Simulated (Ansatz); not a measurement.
# Nb: band structure with PBEsol+U

Nb:

```
Nb
1.0
     0.00000    2.14283    2.14283
     2.14283    0.00000    2.14283
     2.14283    2.14283    0.00000
Nb
1
Direct
  0.00000 0.00000 0.00000
```

This isn't the form of Nb at room conditions, which is bcc.

The cell isn't the ideal one: volume scaled by 1.04.

```yaml
Program: Ansatz 0.2.0
Task: band structure
Functional: PBEsol
Potentials_or_basis: JTH PAW
Cutoff: 1170 eV
Density_cutoff: 4680 eV
k_mesh: 11 × 11 × 11
Occupations: cold, width 0.05 eV
Spin: collinear spin, ferromagnetic start
Starting_moments: "[0.5] μB"
Hubbard_terms: Nb d U = 3 eV
Driver: chain
Hubbard_projectors: all-electron-ortho-atomic
Double_counting: fll
Path: "[[\"G\", \"X\", \"W\", \"K\", \"G\", \"L\", \"U\", \"W\", \"L\", \"K\"], [\"U\", \"X\"]]"
Points_for_each_segment_of_the_path: 14
```

The pressure is -9.3 GPa and the band gap on the k mesh is none (metal or under the smearing width). The net moment is 0.08 μB per cell and the absolute moment is 0.08 μB per cell. The site moments are Nb +0.06 μB.

Levels at the corners of the path, in eV from the Fermi level:
Spin up:
```tsv
point	band 2	band 3	band 4	band 5	band 6	band 7	band 8	band 9	band 10	band 11
Γ	-30.61	-30.61	-30.61	-6.38	-0.05	-0.05	-0.05	2.75	2.75	11.47
X	-31.56	-30.97	-30.97	-3.60	-3.26	3.03	4.57	4.73	4.73	10.55
W	-31.27	-31.27	-30.98	-2.29	-1.24	-1.24	1.97	4.74	9.27	9.27
K	-31.40	-31.19	-30.89	-2.81	-2.16	0.30	2.82	3.93	7.66	8.65
Γ	-30.61	-30.61	-30.61	-6.38	-0.05	-0.05	-0.05	2.75	2.75	11.47
L	-31.63	-30.74	-30.74	-3.84	0.01	0.01	0.93	4.37	4.37	9.53
U	-31.40	-31.19	-30.89	-2.81	-2.16	0.30	2.82	3.93	7.66	8.65
W	-31.27	-31.27	-30.98	-2.29	-1.24	-1.24	1.97	4.74	9.27	9.27
L	-31.63	-30.74	-30.74	-3.84	0.01	0.01	0.93	4.37	4.37	9.53
K	-31.40	-31.19	-30.89	-2.81	-2.16	0.30	2.82	3.93	7.66	8.65
U	-31.40	-31.19	-30.89	-2.81	-2.16	0.30	2.82	3.93	7.66	8.65
X	-31.56	-30.97	-30.97	-3.60	-3.26	3.03	4.57	4.73	4.73	10.55
```
Spin down:
| point | band 4 | band 5 | band 6 | band 7 | band 8 | band 9 |
| --- | --- | --- | --- | --- | --- | --- |
| Γ | -30.57 | -6.33 | 0.05 | 0.05 | 0.05 | 2.81 |
| X | -30.93 | -3.54 | -3.15 | 3.08 | 4.62 | 4.83 |
| W | -30.94 | -2.23 | -1.14 | -1.14 | 2.02 | 4.84 |
| K | -30.86 | -2.73 | -2.07 | 0.39 | 2.88 | 4.03 |
| Γ | -30.57 | -6.33 | 0.05 | 0.05 | 0.05 | 2.81 |
| L | -30.70 | -3.74 | 0.08 | 0.08 | 0.98 | 4.45 |
| U | -30.86 | -2.73 | -2.07 | 0.39 | 2.88 | 4.03 |
| W | -30.94 | -2.23 | -1.14 | -1.14 | 2.02 | 4.84 |
| L | -30.70 | -3.74 | 0.08 | 0.08 | 0.98 | 4.45 |
| K | -30.86 | -2.73 | -2.07 | 0.39 | 2.88 | 4.03 |
| U | -30.86 | -2.73 | -2.07 | 0.39 | 2.88 | 4.03 |
| X | -30.93 | -3.54 | -3.15 | 3.08 | 4.62 | 4.83 |

Eigenvalues of the final occupation matrices:
| site | spin | trace | eigenvalues |
| --- | --- | --- | --- |
| site 1 | 1 | 2.01 | 0.32 0.32 0.45 0.45 0.45 |
| site 1 | 2 | 1.95 | 0.32 0.32 0.44 0.44 0.44 |

Wall time 14 s on 2 threads of Arm Neoverse V1, on a shared host, peak memory 0.62 GiB.

Caveat: the magnetic or orbital state may not be the lowest; the U is typed as a test and isn't derived for this compound. The state reached can hang on the start; a lower one may exist.
